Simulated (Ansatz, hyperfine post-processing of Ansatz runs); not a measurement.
# Reading the 7Li spectrum of Li2MnBPO7

Calculated values: DFT, r2SCAN, plane-wave PAW, default files (PAW set soft_2), collinear spin, scalar-relativistic (Ansatz), contact and point-dipole shifts scaled to 298 K with Θ = 0 K (a pure Curie law); spin-only moments, above the ordering temperature.

```xyz
24
Lattice="5.0963 0.0000 0.0000 0.0000 6.2199 0.0000 -0.4716 0.0000 8.6348" Properties=species:S:1:pos:R:3 pbc="T T T"
Mn    0.9462    4.6650    2.8952
Mn    3.6785    1.5550    5.7396
P     1.1933    1.5550    3.7160
P     3.4314    4.6650    4.9188
O     3.5607    1.5550    0.7316
O     0.0873    4.6650    1.2255
O     2.3053    4.6650    1.6011
O     0.8481    0.3416    2.8348
O     0.8481    2.7684    2.8348
O     4.2445    4.6650    3.6189
O     2.6921    1.5550    4.0914
O     1.9326    4.6650    4.5433
O     0.3802    1.5550    5.0159
O     3.7766    3.4515    5.7999
O     3.7766    5.8784    5.7999
O     2.3194    1.5550    7.0337
O     4.5374    1.5550    7.4092
O     1.0640    4.6650    7.9032
B     1.3334    4.6650    0.5624
B     3.2913    1.5550    8.0723
Li    3.8153    6.1221    1.6678
Li    3.8153    3.2078    1.6678
Li    0.8094    0.0978    6.9670
Li    0.8094    3.0122    6.9670
```

7Li MAS at 9.4 T (155.6 MHz), 20 kHz, 298 K; contact and dipolar shift alone, no orbital or quadrupolar part; lines under 1.5 % of the strongest are left out. NMR lines, with heights relative to the strongest:

```
position (ppm)  intensity
        -348.6        2.2
        -220.0        9.4
         -91.4         32
          37.2         62
         165.7        100
         294.3         75
         422.9         77
         551.5         58
         680.0         37
         808.6         12
         937.2        3.2
```

**Question.** Which lines are isotropic ones rather than spinning sidebands, and which Li atoms give them?

Sidebands are spaced by 129 ppm (the spinning rate over the resonance of 155.6 MHz). An isotropic line need not be the tallest: it is the area-weighted centre of its own family of sidebands, and the one that stays put when the rate is changed. Isotropic shifts: 294 ppm for atom 21 and the 3 atoms equivalent to it (2 Mn through links of 82° (2), 97° (1) and 120° (1)), reduced anisotropy 505 ppm.

[Logs are printed without paths, hosts, clocks, repeated set-up lines and the standing remarks that a program may print on its own settings, such as how far it seeks lower states.]

[Hosts, paths, dates, database ids (printed as entryN), source tags and the programs' standing remarks are cut or masked in the printed files.]
